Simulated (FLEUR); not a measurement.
TePb: equation of state with BLYP

TePb:

```
CELL_PARAMETERS angstrom
4.00229 0.00000 0.00000
0.00000 4.00229 0.00000
0.00000 0.00000 4.00229
ATOMIC_POSITIONS crystal
Pb 0.00000 0.00000 0.00000
Te 0.50000 0.50000 0.50000
```

Measurements of this composition are mostly on another form, of space group No. 225.

```json
{
  "Program": "FLEUR MaX-R8.1 (later development tree)",
  "Task": "equation of state",
  "Functional": "BLYP",
  "Potentials or basis": "all-electron",
  "Basis": "FLAPW",
  "Kmax": "4.1 1/bohr",
  "k mesh": "7 × 7 × 7",
  "Occupations": "fermi-dirac, width 0.05 eV",
  "Spin": "no spin polarisation"
}
```

* Equilibrium volume: 34.55 Å³/atom (rough: see the caveat)
* Bulk modulus: 44 GPa (rough)

Energy against volume, from the lowest point:
```
volume (Å³/atom)  energy (meV/atom)
          30.132              88.23
          30.773              62.88
          32.055              25.51
          33.337               4.85
          33.978               0.00
```

Caveat: the fit is doubtful: noisy points or a state that changes with volume; the minimum lies outside the volumes run. The run has no spin-orbit coupling, so splittings on Pb, Te are missing.
